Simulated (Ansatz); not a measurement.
The system is BP.

```
P B
1.0
     0.00000    2.26900    2.26900
     2.26900    0.00000    2.26900
     2.26900    2.26900    0.00000
P B
1 1
Direct
  0.75000 0.75000 0.75000
  0.00000 0.00000 0.00000
```

Base run:

```yaml
Program: Ansatz 0.2.0
Functional: PBE
Potentials_or_basis: all-electron LAPW, scalar-relativistic
Cutoff: 281 eV
Density_cutoff: 1123 eV
Basis_error_allowed: 0.001 eV/atom
k_mesh: 10 × 10 × 10
Occupations: fermi-dirac, width 0.05 eV
Spin: no spin polarisation
```

Its results: band gap on the k mesh 1.25 eV, indirect (least direct gap 3.41 eV); pressure 1.1 GPa.

Question: The run is repeated on the same cell with these changes: functional from PBE to LDA. What comes out?

Answer: Band gap on the k mesh 1.19 eV, indirect (least direct gap 3.38 eV); pressure -5.2 GPa.

LDA binds more tightly than PBE, so the same cell stands under less pressure.

Not every run made on this cell is shown here.
